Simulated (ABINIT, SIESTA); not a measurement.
Given: the input of a run of ABINIT 10.8.3 (patched build) on SiO2. The cell comes from a database or a generator and needn't be the stable form of this composition.

The input run.abi:

```
# Pseudopotentials
pp_dirpath "./"
pseudos "Si.GGA_PBE-JTH.xml, O.GGA_PBE-JTH.xml"

# Structure
acell 7.9995300493 7.9995300493 5.089967868
rprim
     1.0000000000     0.0000000000     0.0000000000
     0.0000000000     1.0000000000     0.0000000000
     0.0000000000     0.0000000000     1.0000000000
ntypat 2
znucl 14 8
natom 6
typat 1 1 2 2 2 2
xcart
     0.0000000000     0.0000000000     0.0000000000
     2.1165845000     2.1165845000     1.3467475000
     3.4154858428     0.8176831572     1.3467475000
     1.2989013428     1.2989013428     0.0000000000
     0.8176831572     3.4154858428     1.3467475000
     2.9342676572     2.9342676572     0.0000000000 Angstrom

# Plane-wave basis
ecut 625.861884 eV
pawecutdg 45.0
pawxcdev 0

# k points
kptopt 1
ngkpt 6 6 10
nshiftk 1
shiftk 0.0 0.0 0.0

# Exchange and correlation
ixc 11

# Bands and occupations
nband 20
occopt 3
tsmear 0.05 eV

# SCF cycle
nstep 100
tolvrs 1.0e-9

# Output
iomode 3
prtwf 0
prtden 0
prteig 0
prtebands 0
enunit 1
```

Potentials or basis: JTH PAW PBE v2.0.

Command:

```console
$ abinit run.abi > log 2>&1
```

Task: Translate it to SIESTA 5.4.2. Potentials or basis there: files PseudoDojo sr-pbe-0.4.1-standard, DZP (energy shift 0.003 Ry).

Result: As run (cutoffs and basis follow the program's own potentials, and thresholds, step limits or extra output files can differ):

SiO2.fdf

```
SystemName                      SiO2
SystemLabel                     SiO2
NumberOfSpecies                 2
NumberOfAtoms                   6
%block ChemicalSpeciesLabel
  1  14 Si
  2   8 O
%endblock ChemicalSpeciesLabel

LatticeConstant                 1.0 Ang
%block LatticeVectors
     4.2331690000     0.0000000000     0.0000000000
     0.0000000000     4.2331690000     0.0000000000
     0.0000000000     0.0000000000     2.6934950000
%endblock LatticeVectors
AtomicCoordinatesFormat         Fractional
%block AtomicCoordinatesAndAtomicSpecies
     0.0000000000     0.0000000000     0.0000000000  1  Si
     0.5000000000     0.5000000000     0.5000000000  1  Si
     0.8068390000     0.1931610000     0.5000000000  2  O
     0.3068390000     0.3068390000     0.0000000000  2  O
     0.1931610000     0.8068390000     0.5000000000  2  O
     0.6931610000     0.6931610000     0.0000000000  2  O
%endblock AtomicCoordinatesAndAtomicSpecies

%block kgrid.MonkhorstPack
    6   0   0  0.0
    0   6   0  0.0
    0   0  10  0.0
%endblock kgrid.MonkhorstPack
XC.Functional                   GGA
XC.Authors                      PBE
PAO.BasisSize                   DZP
PAO.EnergyShift                 0.003 Ry
Mesh.Cutoff                     800 Ry
OccupationFunction              FD
ElectronicTemperature           0.05 eV
MaxSCFIterations                120
SCF.MustConverge                false
SCF.Mixer.Method                Pulay
SCF.Mixer.Weight                0.25
SCF.Mixer.History               8
SCF.DM.Tolerance                5.0e-05
SCF.H.Tolerance                 1.0e-03 eV
WriteForces                     true
Charge.Mulliken                 end
Charge.Hirshfeld                end
Charge.Voronoi                  end
SaveRho                         true
SaveElectrostaticPotential      true
```

Potentials or basis: PseudoDojo 0.4 standard (PBE files), converted to PSML, two zetas on semicore shells, DZP (energy shift 0.003 Ry).

The run is started by

```sh
$ siesta SiO2.fdf > SiO2.out 2>&1
```

Both were run:

|  | ABINIT | SIESTA |
| --- | --- | --- |
| Pressure | -2.4 GPa | 2.4 GPa |

The two runs disagree by more than potentials and bases usually give (in gap, levels, pressure or energy); the cause wasn't traced.

Pressure is positive in compression.
